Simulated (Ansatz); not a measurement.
# ZnO: the cost of one run

Program: Ansatz 0.2.0. Level of theory: reference: DFT, HSE06, plane waves, PAW. These are calculated values, not measurements.

### 1 The system as given

The structure is cubic, space group Fm-3m (No. 225). Conventional cell: a = 4.268 Å, b = 4.268 Å, c = 4.268 Å, α = 90.00°, β = 90.00°, γ = 90.00°. Zn (site symmetry m-3m) has 6 O at 2.13 Å as nearest neighbours. O (site symmetry m-3m) is surrounded by 6 Zn at 2.13 Å.

Coordinates:

```
CELL_PARAMETERS angstrom
0.00000 2.13377 2.13377
2.13377 0.00000 2.13377
2.13377 2.13377 0.00000
ATOMIC_POSITIONS crystal
Zn 0.00000 0.00000 0.00000
O 0.50000 0.50000 0.50000
```

### 2 The reference run

The input, input.yaml:

```yaml
crystal:
  lattice:
    - [0.0, 2.1337703828, 2.1337703828]
    - [2.1337703828, 0.0, 2.1337703828]
    - [2.1337703828, 2.1337703828, 0.0]
  atoms:
    - { symbol: Zn, position: [0.0, 0.0, 0.0] }
    - { symbol: O, position: [0.5, 0.5, 0.5] }
kpoints:
  mp_grid: { grid: [4, 4, 4] }
hamiltonian:
  xc: hse06
scf:
  occupations: { method: fixed }
  n_extra_bands: 4
output:
  forces: true
  stress: true
  eigenvalues: true
```

Command:

```bash
> ansatz run input.yaml --threads 4 --pin off --max-ram 3686MiB --backend cpu --events-out ev --progress --plain --runs-dir out
```

Q: Estimate wall time and peak memory on 4 threads of AMD EPYC (Zen 3), shared host.

About 19 s, with a peak of 0.46 GiB.
